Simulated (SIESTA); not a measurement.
Runs of SIESTA 5.4.2 on In. It takes space group P6_3/mmc (No. 194, hexagonal). The conventional cell has a = 3.335 Å, b = 3.335 Å, c = 5.509 Å, α = 90.00°, β = 90.00°, γ = 120.00°. Around In (site symmetry -6m2) lie 12 In at 3.34 to 3.36 Å. This isn't the form of In at room conditions, which is tetragonal.

```csv
potentials or basis,gap on the mesh (eV),pressure (GPa),relaxed volume (Å³/atom)
"SPMS 1.0 (PBE files) or PseudoDojo by element, DZP (energy shift 0.003 Ry; two zetas on semicore shells)",none,0.0,(a)
"PseudoDojo 0.4 standard (PBE files), DZP (energy shift 0.003 Ry; two zetas on semicore shells)",none,0.0,27.87
"SG15 1.2 (PBE files) or PseudoDojo by element, DZP (energy shift 0.003 Ry; two zetas on semicore shells)",none,0.0,28.16
"PseudoDojo 0.4 stringent (PBE files), DZP (energy shift 0.003 Ry; two zetas on semicore shells)",none,0.0,24.99
"PseudoDojo 0.5 standard (PBE files), DZP (energy shift 0.003 Ry; two zetas on semicore shells)",none,0.0,27.87
```

Alike in all rows: task relaxation of cell and atoms; level PBE; no spin polarisation; cell relaxed; k mesh 9 × 9 × 5; smearing fermi-dirac 0.05 eV; grid cutoff 500 Ry; energy shift 0.003 Ry.

Question: Estimate the missing entries.

Answer: (a) 28.10.

Caveats: the basis of atomic orbitals isn't converged, which shifts pressures, moduli and gaps; short orbitals over semicore shells can move pressures by several GPa (some runs); the valence orbitals were made in a potential fitted to the semicore shell under them, which widens gaps by tenths of an eV or more (some runs).

A k mesh can miss the band edges, and the runs leave out spin-orbit coupling on In.

A gap of «none» marks a metal or a gap under the smearing width.

The runs don't all hold the same shells in valence.
